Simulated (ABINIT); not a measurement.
**Sr: single point with PBE**

The system is Sr.

```
Sr
1.0
     7.06595    0.00000    0.00000
    -3.53298    6.11929    0.00000
     0.00000    0.00000    3.81663
Sr
3
Direct
  0.67122 0.00449 0.99594
  0.32617 0.33900 0.99964
  0.99835 0.67022 0.99684
```

This isn't the form of Sr at room conditions, which is fcc.

The cell isn't the ideal one: atoms moved at random, drawn with an rms of 0.05 Å.

```yaml
Program: ABINIT 10.8.3 (patched build)
Task: single point
Functional: PBE
Potentials_or_basis: JTH PAW PBE v2.0
Cutoff: 408 eV
k_mesh: 5 × 5 × 7
Occupations: fermi-dirac, width 0.05 eV
Spin: no spin polarisation
Fine-grid_cutoff: 816.342 eV
```

The pressure is -0.1 GPa, the largest force is 0.105 eV/Å and the band gap on the k mesh is none (metal or under the smearing width). The valence electrons inside the program's atomic spheres are Sr 7.26 (radii [1.1677] Å).

Forces in eV/Å, atoms in the order of the input:
```
Sr  -0.104 -0.004 -0.003
Sr   0.104 -0.010  0.004
Sr   0.000  0.014 -0.001
```

Stress tensor (GPa, compression positive):
```
 0.03 -0.01  0.00
-0.01  0.01  0.00
 0.00  0.00 -0.30
```

Levels at points of the mesh, in eV from the Fermi level:
| k point | band 11 | band 12 | band 13 | band 14 | band 15 | band 16 | band 17 | band 18 | band 19 |
| --- | --- | --- | --- | --- | --- | --- | --- | --- | --- |
| (0.00, 0.00, 0.00) | -18.51 | -18.51 | -3.54 | 0.10 | 0.10 | 0.10 | 0.10 | 0.29 | 0.29 |

Wall time 2.9 min on 1 thread of Arm Neoverse V2, with other jobs on the host, peak memory 0.27 GiB.
